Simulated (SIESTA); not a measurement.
MnO:

```
Mn O
1.0
     0.00000    2.22391    2.22391
     2.22391    0.00000    2.22391
     2.22391    2.22391    0.00000
Mn O
1 1
Direct
  0.00000 0.00000 0.00000
  0.50000 0.50000 0.50000
```

The cell is a database's computed one.

Program: SIESTA 5.4.2. Alike in all runs: task band structure; spin collinear, ferromagnetic start; cell as given; k mesh 10 × 10 × 10; smearing fermi-dirac 0.05 eV; grid cutoff 800 Ry; energy shift 0.003 Ry.

Order these runs on this cell by their pressure, lowest first.
A. level PBE; potentials or basis PseudoDojo 0.4 standard (PBE files), DZP (energy shift 0.003 Ry; two zetas on semicore shells)
B. level LDA; potentials or basis PseudoDojo 0.4 standard (LDA files), DZP (energy shift 0.003 Ry; two zetas on semicore shells)
C. level PBEsol; potentials or basis PseudoDojo 0.4 standard (PBEsol files), DZP (energy shift 0.003 Ry; two zetas on semicore shells)

B (-14.9 GPa), C (-5.9 GPa), A (1.5 GPa).

Caveats: short orbitals over semicore shells can move pressures by several GPa; the basis of atomic orbitals isn't converged, which shifts pressures, moduli and gaps; a cell with one magnetic atom can't hold antiferromagnetic order, which such compounds often take.
